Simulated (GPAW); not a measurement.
Fe:

```
Fe
1.0
    -1.44300    1.44300    1.44300
     1.44300   -1.44300    1.44300
     1.44300    1.44300   -1.44300
Fe
1
Direct
  0.00000 0.00000 0.00000
```

Base run:

| Property | Result |
| --- | --- |
| Program | GPAW 26.7.0 |
| Functional | PBEsol |
| Potentials or basis | PAW data sets generated in the run's folder for this functional |
| Cutoff | 600 eV |
| Basis | pw |
| k mesh | 10 × 10 × 10 |
| Occupations | fermi-dirac, width 0.05 eV |
| Spin | collinear spin, ferromagnetic start |
| Starting moments | [3.0] μB |

Its results: pressure -17.8 GPa; net moment 2.16 μB per cell; site moments Fe +2.21 μB.

Question: The run is repeated on the same cell with these changes: functional from PBEsol to LDA; potentials or basis from PAW data sets generated in the run's folder for this functional to the program's PAW data sets (release 1.2.1) made for this functional. What comes out?

Answer: Pressure -26.6 GPa; net moment 2.14 μB per cell; site moments Fe +2.16 μB.

Caveats: so large a pressure means that the cell lies far from this level's equilibrium, or that cutoff or potentials fall short.
